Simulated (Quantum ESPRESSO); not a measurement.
**HfO2 in Quantum ESPRESSO: the effect of functional**

HfO2:

```xyz
3
Lattice="0.0000 2.5575 2.5575 2.5575 0.0000 2.5575 2.5575 2.5575 0.0000" Properties=species:S:1:pos:R:3 pbc="T T T"
Hf    0.0000    0.0000    0.0000
O     3.8363    3.8363    3.8363
O     1.2788    1.2788    1.2788
```

Measurements of this composition are mostly on another form, of space group No. 14.

Alike in all runs:

* Program: Quantum ESPRESSO 7.5
* Task: phonons
* Cutoff: 612 eV
* Density cutoff: 4898 eV
* k mesh: 4 × 4 × 4, shifted
* Occupations: fermi-dirac, width 0.05 eV
* Spin: no spin polarisation

Each run relaxes the cell or the atoms first.

```csv
functional,potentials or basis,relaxed volume (Å³/atom),dielectric constant (mean),highest phonon frequency (cm⁻¹)
LDA,GBRV 1.5 LDA,?,?,?
PBE,GBRV 1.5 PBE,10.94,5.17,570
PBEsol,GBRV 1.5 PBEsol,10.60,5.23,588
RPBE,GBRV 1.5 PBE,11.15,5.11,560
revPBE,GBRV 1.5 PBE,11.09,5.13,562
PW91,GBRV 1.5 PBE,10.92,5.17,573
vdW-DF-cx,GBRV 1.5 PBE,10.63,5.23,592
```

**Question.** What does the run with functional LDA give?

**Answer.** Relaxed volume 10.35 Å³/atom; dielectric constant 5.24 mean; highest phonon frequency 605 cm⁻¹.

Caveats: the potentials were made for another functional, which shifts forces and pressure (some runs).
